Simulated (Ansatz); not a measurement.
Al2Pt in Ansatz: convergence with xc grid

Crystal: Al2Pt.

```
Pt Al
1.0
     0.00000    2.95500    2.95500
     2.95500    0.00000    2.95500
     2.95500    2.95500    0.00000
Pt Al
1 2
Direct
  0.01173 0.98495 0.99436
  0.75402 0.75336 0.74357
  0.25103 0.24881 0.25647
```

The cell isn't the ideal one: atoms moved at random, drawn with an rms of 0.05 Å.

| Property | Result |
| --- | --- |
| Program | Ansatz 0.2.0 |
| Task | convergence study |
| Functional | LDA |
| Potentials or basis | PseudoDojo standard (LDA files) |
| Cutoff | 1143 eV |
| Density cutoff | 4572 eV |
| k mesh | 6 × 6 × 6 |
| Occupations | fermi-dirac, width 0.05 eV |
| Spin | no spin polarisation |

These are the settings of the first run; the series varies xc grid, with any setting tied to it.

Hardware: 2 threads of Arm Neoverse V2, with other jobs on the host.

```tsv
xc grid	energy less the tightest run, at zero smearing (meV/atom)	SCF cycles	CPU time (s)	peak memory (GiB)
1	0.00	8	24	0.49
2	0.00	8	24	0.5
3	0.00	8	25	0.52
4	0.00	8	25	0.55
5	0.00	8	26	0.64
```

Against the tightest run, the energy stays within 1 meV/atom from 1 on. The tightest run that finished is the yardstick and may itself not be fully converged.

The run has no spin-orbit coupling, so splittings on Pt are missing.
